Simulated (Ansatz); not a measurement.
**Mercury, alpha-Hg (rhombohedral): convergence with Methfessel-Paxton smearing**

Computed with Ansatz, r²SCAN, scalar-relativistic PAW, on the relaxed cell (a = 3.756 Å, c = 6.464 Å (c/a = 1.721); spin not included). Errors count from a run at 500 eV on a Γ-centred 18×18×18 mesh with Fermi-Dirac smearing of 0.1 eV, extrapolated to zero width. Fixed here: cutoff 500 eV, mesh 11×11×11. The SCF starts from atomic densities corrected by a trained network.

| width (eV) | E(σ→0) error (meV/atom) | F error (meV/atom) | P (GPa) | SCF iterations |
| --- | --- | --- | --- | --- |
| 0.01 | -1.6 | -1.6 | 0.12 | 6 |
| 0.03 | -1.6 | -1.6 | 0.12 | 6 |
| 0.1 | -1.6 | -1.6 | 0.13 | 5 |
| 0.2 | -1.6 | -1.5 | 0.08 | 5 |
| 0.3 | -1.4 | -1.2 | 0.04 | 5 |
| 0.6 | -1.2 | -1.0 | 0.01 | 5 |
| 1.0 | -1.2 | 1.0 | 0.02 | 5 |
